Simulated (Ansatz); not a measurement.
The system is MnSb.

```
Sb Mn
1.0
     4.15000    0.00000    0.00000
    -2.07500    3.59401    0.00000
     0.00000    0.00000    5.78000
Sb Mn
2 2
Direct
  0.66667 0.33333 0.75000
  0.33333 0.66667 0.25000
  0.00000 0.00000 0.50000
  0.00000 0.00000 0.00000
```

Alike in all runs: program Ansatz 0.2.0; functional PBE; potentials or basis Ansatz PAW; cutoff 420 eV (not typed: the program's choice for these potentials); k mesh 7 × 7 × 5; occupations fermi-dirac, width 0.05 eV.

The same cell was started in several ways:

| start | free energy over the lowest (meV/atom) | net moment (μB) | site or absolute moments (μB) | gap |
| --- | --- | --- | --- | --- |
| collinear spin, ferromagnetic start of up to 4 μB | 0.0 | 6.71 | Sb -0.12; Mn +3.44 | none (metal or under the smearing width) |
| collinear spin, random start of up to 4.8 μB | 0.0 | 6.71 | Sb -0.12; Mn +3.44 | none (metal or under the smearing width) |
| collinear spin, ferrimagnetic start of up to 4 μB | 53.9 | 0.00 | Sb +0.00; Mn +3.37, -3.37 | none (metal or under the smearing width) |
| no spin polarisation | 499.7 | - | - | none (metal or under the smearing width) |
| collinear spin, antiferromagnetic start of up to 4 μB | 53.9 | 0.00 | Sb -0.00; Mn +3.37, -3.37 | none (metal or under the smearing width) |

The spin-polarised runs without a constraint all converged, yet they end up to 54 meV/atom apart: a converged run can sit in a state that isn't the lowest. Allowing spin polarisation gains 500 meV/atom. A still lower state may exist.

Caveats: the magnetic or orbital state may not be the lowest (some runs).
